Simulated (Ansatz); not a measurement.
Input deck for Ansatz 0.2.0, then the block of the output on the nuclei.

The cell is a COD entry, relaxed with PBE at fixed cell and then changed (volume scaled by 1.04, ions relaxed).

```yaml
crystal:
  lattice:
    - [0.0, 2.2233783117, 2.2233783117]
    - [2.2233783117, 0.0, 2.2233783117]
    - [2.2233783117, 2.2233783117, 0.0]
  atoms:
    - { symbol: Nb, position: [0.5, 0.5, 0.5], spin: 2.0 }
    - { symbol: "N", position: [0.0, 0.0, 0.0] }
magnetization:
  spin_polarized: true
kpoints:
  mp_grid: { grid: [18, 18, 18] }
scf:
  occupations: { method: fermi_dirac, width: 0.05 }
hamiltonian:
  xc: pbe
  pseudopotentials: { kind: paw }
output:
  forces: true
  stress: true
  populations: true
  efg:
    quadrupole_moments_barn: { Nb: -0.32, "N": 0.02044 }
    contact_densities: true
relax:
  f_tol: 0.02
  max_steps: 60
```

```sh
ansatz run input.yaml --threads 1 --pin off --max-ram 3072MiB --backend cpu --events-out ev --progress --plain --runs-dir out
```

The run relaxes the ions first, and the block belongs to the relaxed positions.

Of the output, the block on the nuclei alone is shown; the set-up, the SCF iterations, energies, forces and stress are cut.

```
--- PAW observables at the nuclei: V_zz in 10²¹ V/m², potentials from the cell's mean, atoms counted from 1 ---
  atom   1  Nb V_zz =    -0.000000   η = 0.0000   by run symmetry: forbidden   C_q = +0.0000 MHz
            electrostatic potential = -6144.488603 V   contact ρ = 540901.190132 e/Å³   contact ρ_s (e/Å³): all electrons -0.000003, valence -0.000002
  atom   2  N  V_zz =    +0.000000   η = 0.0000   by run symmetry: forbidden   C_q = +0.0000 MHz
            electrostatic potential = -525.311108 V   contact ρ = 1414.561926 e/Å³   contact ρ_s (e/Å³): all electrons -0.000000, valence -0.000000
```

The relaxation (1 step) took 12 s of wall time (12 s of CPU time) and 0.49 GiB at its peak, on 1 thread of Intel Xeon Platinum 8488C (Sapphire Rapids) (x86_64; 16 cores open to the job, memory cap 3.0 GiB, no GPU), a shared host with a load of 0.4 a core.

At this changed cell the PBE pressure is -5 GPa. The start moments die out, and the run ends without spin.
